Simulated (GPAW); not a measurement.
**BN in GPAW: the effect of target pressure**

Crystal: BN.

```xyz
4
Lattice="2.5539 0.0000 0.0000 -1.2770 2.2118 0.0000 0.0000 0.0000 4.2269" Properties=species:S:1:pos:R:3 pbc="T T T"
N     0.0000    1.4745    0.5295
N     1.2770    0.7373    2.6430
B     0.0000    1.4745    2.1123
B     1.2770    0.7373    4.2257
```

Measurements of this composition are mostly on another form, of space group No. 194.

Alike in all runs:

- Program: GPAW 26.7.0
- Task: relaxation of cell and atoms
- Functional: PBEsol
- Potentials or basis: PAW data sets generated in the run's folder for this functional
- Cutoff: 800 eV
- Basis: pw
- k mesh: 9 × 9 × 5
- Occupations: fermi-dirac, width 0.05 eV
- Spin: no spin polarisation

Each run relaxes the cell or the atoms first.

```tsv
target pressure	target pressure	relaxed volume (Å³/atom)	gap on the mesh (eV)
0 GPa	-	5.86	4.96
2 GPa	2 GPa	5.83	4.94
5 GPa	5 GPa	5.78	4.92
10 GPa	10 GPa	5.72	4.90
20 GPa	20 GPa	5.59	4.84
30 GPa	30 GPa	?	?
```

Task: What does the run with target pressure 30 GPa give?

Result: Relaxed volume 5.47 Å³/atom; gap on the mesh 4.79 eV.

Worked out: In Murnaghan's law V^(-B') rises as a straight line in P. The other rows fit best with B' = 5.5, V0 = 5.86 Å³/atom and B0 = 373 GPa, which gives 5.48 Å³/atom at 30 GPa, against the run's 5.47. A straight line through the other rows of the gap on the mesh, of slope -0.00574 eV per GPa, extrapolates to 4.78 eV, against the run's 4.79.

Caveats: later steps reuse the first step's grids; an odd mesh through Γ misses points on the zone boundary, where band edges often lie.

Runs at the PBE level aren't shown here.
